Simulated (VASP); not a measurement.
# As (Pm-3m) in VASP: notebook

The runs below take As through relaxation of cell and atoms, with optB88-vdW, vdW-DF-cx.

Program: VASP 6.6.1. These are calculated values, not measurements. Logs are shortened: lines on timing, memory, paths and dates and some standing lists are left out, and cuts for length are marked.

## 1. Starting point

It takes space group Pm-3m (No. 221, cubic). Conventional cell: a = 2.704 Å, b = 2.704 Å, c = 2.704 Å, α = 90.00°, β = 90.00°, γ = 90.00°. As (site symmetry m-3m) has 6 As at 2.70 Å as nearest neighbours.

This isn't the form of As at room conditions, which is rhombohedral.

## 2. Relaxation of cell and atoms, optB88-vdW

INCAR reads:

```
SYSTEM = As
PREC = Accurate
ENCUT = 600
EDIFF = 1E-6
ISMEAR = -1
SIGMA = 0.05
LREAL = .False.
LASPH = .True.
NELM = 60
ALGO = Fast
ISIF = 3
LWAVE = .False.
LCHARG = .False.
GGA = BO
LUSE_VDW = .True.
AGGAC = 0.0
PARAM1 = 0.1833333333
PARAM2 = 0.22
IBRION = 2
NSW = 40
EDIFFG = -0.01
```

KPOINTS reads:

```
Automatic mesh
0
Gamma
  10 10 10
  0 0 0
```

POSCAR reads:

```
As
1.0
    2.7036817444      0.0000000000      0.0000000000
    0.0000000000      2.7036817444      0.0000000000
    0.0000000000      0.0000000000      2.7036817444
As
1
Direct
    0.5000000000      0.5000000000      0.5000000000
```

Potentials or basis: VASP PAW PBE potentials, release 64 (As).

The run is started by

```bash
$ cat potpaw_PBE.64/As/POTCAR > POTCAR
$ mpirun -np 1 vasp_std > vasp.out
```

OUTCAR:

```text
SYSTEM = As
   PREC = Accurate
   ENCUT = 600
   EDIFF = 1E-6
   ISMEAR = -1
   LREAL = .False.
   LASPH = .True.
   NELM = 60
   ISIF = 3
   GGA = BO
   IBRION = 2
   NSW = 40
   EDIFFG = -0.01

 ion  position               nearest neighbor table
   1  0.500  0.500  0.500-

  LATTYP: Found a simple cubic cell.
 ALAT       =     2.7036817444

  Lattice vectors:

 A1 = (   2.7036817444,   0.0000000000,   0.0000000000)
 A2 = (   0.0000000000,   2.7036817444,   0.0000000000)
 A3 = (   0.0000000000,   0.0000000000,   2.7036817444)

Analysis of symmetry for initial positions (statically):
=====================================================================
 Subroutine PRICEL returns:
 Original cell was already a primitive cell.

 Routine SETGRP: Setting up the symmetry group for a
 simple cubic supercell.

 Subroutine GETGRP returns: Found 48 space group operations
 (whereof 48 operations were pure point group operations)
 out of a pool of 48 trial point group operations.

The static configuration has the point symmetry O_h .

Analysis of symmetry for dynamics (positions and initial velocities):
=====================================================================
 Subroutine PRICEL returns:
 Original cell was already a primitive cell.

 Routine SETGRP: Setting up the symmetry group for a
 simple cubic supercell.

 Subroutine GETGRP returns: Found 48 space group operations
 (whereof 48 operations were pure point group operations)
 out of a pool of 48 trial point group operations.

The dynamic configuration has the point symmetry O_h .

 Subroutine INISYM returns: Found 48 space group operations
 (whereof 48 operations are pure point group operations),
 and found     1 'primitive' translations

----------------------------------------------------------------------------------------

                                     Primitive cell

  volume of cell :      19.7636

  direct lattice vectors                    reciprocal lattice vectors
     2.703681744  0.000000000  0.000000000     0.369866018  0.000000000  0.000000000
     0.000000000  2.703681744  0.000000000     0.000000000  0.369866018  0.000000000
     0.000000000  0.000000000  2.703681744     0.000000000  0.000000000  0.369866018

  length of vectors
     2.703681744  2.703681744  2.703681744     0.369866018  0.369866018  0.369866018

  position of ions in fractional coordinates (direct lattice)
     0.500000000  0.500000000  0.500000000

  ion indices of the primitive-cell ions
   primitive index   ion index
                 1           1

----------------------------------------------------------------------------------------

 KPOINTS: Automatic mesh

Automatic generation of k-mesh.
 Grid dimensions read from file:
 generate k-points for:   10   10   10

 Generating k-lattice:

  Cartesian coordinates                     Fractional coordinates (reciprocal lattice)
     0.036986602  0.000000000  0.000000000     0.100000000  0.000000000  0.000000000
     0.000000000  0.036986602  0.000000000     0.000000000  0.100000000  0.000000000
     0.000000000  0.000000000  0.036986602     0.000000000  0.000000000  0.100000000

  Length of vectors
     0.036986602  0.036986602  0.036986602

  Shift w.r.t. Gamma in fractional coordinates (k-lattice)
     0.000000000  0.000000000  0.000000000

 Subroutine IBZKPT returns following result:
 ===========================================

 Found     56 irreducible k-points:

 Following reciprocal coordinates:
            Coordinates               Weight
  0.000000  0.000000  0.000000      1.000000
  0.100000  0.000000  0.000000      6.000000
  0.200000  0.000000  0.000000      6.000000
  0.300000  0.000000  0.000000      6.000000
  0.400000  0.000000  0.000000      6.000000
  0.500000  0.000000  0.000000      3.000000
[... 16 lines left out ...]
  0.200000  0.100000  0.100000     24.000000
  0.300000  0.100000  0.100000     24.000000
 [... further k-points ...]
   k-points           NKPTS =     56   k-points in BZ     NKDIM =     56   number of bands    NBANDS=      6
   number of dos      NEDOS =    301   number of ions     NIONS =      1
   total plane-waves  NPLWV =  13824
   dimension x,y,z NGX =    24 NGY =   24 NGZ =   24
   dimension x,y,z NGXF=    48 NGYF=   48 NGZF=   48
   ions per type =               1
   NGX,Y,Z   is equivalent  to a cutoff of  14.76, 14.76, 14.76 a.u.
   NGXF,Y,Z  is equivalent  to a cutoff of  29.51, 29.51, 29.51 a.u.
 SYSTEM =  As
   PREC   = accura    normal or accurate (medium, high low for compatibility)
   ISTART =      0    job   : 0-new  1-cont  2-samecut
   ICHARG =      2    charge: 1-file 2-atom 10-const
   ISPIN  =      1    spin polarized calculation?
   LNONCOLLINEAR =      F non collinear calculations
   LSORBIT =      F    spin-orbit coupling
   LASPH  =      T    aspherical Exc in radial PAW
   ENCUT  =  600.0 eV  44.10 Ry    6.64 a.u.   5.40  5.40  5.40*2*pi/ulx,y,z
   NELM   =     60;   NELMIN=  2; NELMDL= -5     # of ELM steps
   EDIFF  = 0.1E-05   stopping-criterion for ELM
   LREAL  =      F    real-space projection
   EDIFFG = -.1E-01   stopping-criterion for IOM
   NSW    =     40    number of steps for IOM
   IBRION =      2    ionic relax: 0-MD 1-quasi-New 2-CG
   NFREE  =      1    steps in history (QN), initial steepest desc. (CG)
   ISIF   =      3    stress and relaxation
   ISYM   =      2    0-nonsym 1-usesym 2-fastsym
   POTIM  = 0.5000    time-step for ionic-motion
   TEBEG  =    0.0;   TEEND  =   0.0 temperature during run
   PSTRESS=    0.0 pullay stress
   NELECT =       5.0000    total number of electrons
   NUPDOWN=      -1.0000    fix difference up-down
   EMIN   =  10.00;   EMAX   =-10.00  energy-range for DOS
   EFERMI =   0.00;   METHOD = LEGACY
   ISMEAR =    -1;   SIGMA  =   0.05  broadening in eV -4-tet -1-fermi 0-gaus
   EFERMI_NEDOS =   21; number of points for ismear=-14 and -15
   IALGO  =     68    algorithm
   IMIX   =      4    mixing-type and parameters
     AMIX     =   0.40;   BMIX     =  1.00
     AMIX_MAG =   1.60;   BMIX_MAG =  1.00
  volume/ion in A,a.u.               =      19.76       133.37
  Fermi-wavevector in a.u.,A,eV,Ry     =   1.035403  1.956627 14.586243  1.072059
  Thomas-Fermi vector in A             =   2.169744
   LORBIT       =      0    0 simple, 1 ext, 2 COOP (PROOUT), +10 PAW based schemes
   GGA     = BO    functional components
   LHFCALC =     F    Hartree Fock is set to
   AEXX    =    0.0000 exact exchange contribution
   IVDW_NL    =     1    kernel type
   BPARAM     = 6.3000
   IVDW    =     0    specifies the selected vdW correction
   LEPSILON=     F    determine dielectric tensor
   LRPA    =     F    only Hartree local field effects (RPA)
 conjugate gradient relaxation of ions
 non-spin polarized calculation
 RMM-DIIS sequential band-by-band and
  energy-cutoff  :      600.00
  volume of cell :       19.76
 maximum number of plane-waves:       691
 NGX is ok and might be reduce to    24
   NGX = 11   NGY = 11   NGZ = 11

--------------------------------------- Ionic step        1  -------------------------------------------

 number of electron       5.0000001 magnetization

 Free energy of the ion-electron system (eV)
  ---------------------------------------------------
  ext. energy  EPLUGINS =         0.00000000
  ---------------------------------------------------
  free energy    TOTEN  =        -2.97244310 eV

  energy without entropy =       -2.97025803  energy(sigma->0) =       -2.97135057

------------------------ aborting loop because EDIFF is reached ----------------------------------------

  FORCE on cell =-STRESS in cart. coord.  units (eV):
  Direction    XX          YY          ZZ          XY          YZ          ZX
  --------------------------------------------------------------------------------------
  -------------------------------------------------------------------------------------
  Total        0.5006266      0.5006266      0.5006266      0.0000000      0.0000000     -0.0000000
  in kB       40.5842720     40.5842720     40.5842720      0.0000000      0.0000000     -0.0000000
  external PRESSURE =      40.5842720 kB  Pullay stress =       0.0000000 kB
[... 59 lines left out ...]
Total vdW correction in eV:      0.7523906

--------------------------------------- Ionic step        3  -------------------------------------------

 number of electron       5.0000000 magnetization

 Free energy of the ion-electron system (eV)
  ---------------------------------------------------
  ext. energy  EPLUGINS =         0.00000000
  ---------------------------------------------------
  free energy    TOTEN  =        -2.98387240 eV

  energy without entropy =       -2.98186954  energy(sigma->0) =       -2.98287097

 E-fermi :   5.2634     XC(G=0): -10.1561

 val. band max:        5.1832312926   @ k =   0.5000   0.3000   0.3000
 cond. band min:       5.3207860542   @ k =   0.2000   0.2000   0.0000
 fundamental gap:      0.1375547616
 Fermi energy:         5.2633663963

 k-point     1 :       0.0000    0.0000    0.0000
  band No.  band energies     occupation
      1      -9.2502      2.00000
      2       9.2437      0.00000
      3       9.2437      0.00000
      4       9.2437      0.00000
      5      13.9092      0.00000
      6      13.9092      0.00000

 k-point     2 :       0.1000    0.0000    0.0000
  band No.  band energies     occupation
      1      -9.0759      2.00000
      2       7.3639      0.00000
      3       9.3943      0.00000
      4       9.3943      0.00000
      5      14.0668      0.00000
      6      14.9931      0.00000
[... 190 lines left out ...]
 k-point    24 :       0.3000    0.1000    0.1000
  band No.  band energies     occupation
      1      -7.4167      2.00000
      2       2.1114      2.00000
      3       8.6292      0.00000
      4       9.0328      0.00000
      5      17.6576      0.00000
      6      17.6606      0.00000

 [... further k-points ...]
[... 5 lines left out ...]
  --------------------------------------------------------------------------------------
  -------------------------------------------------------------------------------------
  Total       -0.0008642     -0.0008642     -0.0008642     -0.0000000     -0.0000000      0.0000000
  in kB       -0.0668753     -0.0668753     -0.0668753     -0.0000000     -0.0000000      0.0000000
  external PRESSURE =      -0.0668753 kB  Pullay stress =       0.0000000 kB
[... 16 lines left out ...]
  FREE ENERGIE OF THE ION-ELECTRON SYSTEM (eV)
  ---------------------------------------------------
  free  energy   TOTEN  =        -2.9838723999 eV

  energy  without entropy=       -2.9818695378  energy(sigma->0) =       -2.98287097

Total vdW correction in eV:      0.7388150

 reached required accuracy - stopping structural energy minimisation
```

Wall time 54 s (1 thread of Intel Xeon Platinum 8259CL at 2.50GHz (Skylake/Cascade Lake), shared host); peak memory 0.26 GiB.

What came out:

| Quantity | Value |
| --- | --- |
| Free energy | -2.9839 eV |
| Relaxed volume | 20.71 Å³/atom |
| Relaxed cell | a = 2.746 Å, b = 2.746 Å, c = 2.746 Å, α = 90.00°, β = 90.00°, γ = 90.00° |
| Space group after relaxing (to 0.05 Å) | Pm-3m (No. 221) |
| Energy gained by relaxing | 11.4 meV/atom |
| Ionic steps | 3 |
| Pressure after relaxing | 0.0 GPa |
| Band gap on the k mesh | none (metal or under the smearing width) |

The path:
| step | energy change (eV) | largest force (eV/Å) | pressure (GPa) | volume (Å³) |
| --- | --- | --- | --- | --- |
| 1 | 0.0000 | 0.0000 | 4.06 | 19.76 |
| 2 | -0.0083 | 0.0000 | -1.89 | 21.23 |
| 3 | -0.0114 | 0.0000 | -0.01 | 20.71 |

Final structure:
```
As
1.0
     2.74596    0.00000    0.00000
     0.00000    2.74596    0.00000
     0.00000    0.00000    2.74596
As
1
Direct
  0.50000 0.50000 0.50000
```

Caveat: the PAW data sets were made with another functional, which shifts forces and pressure a little.

[end of part 1 of 2]
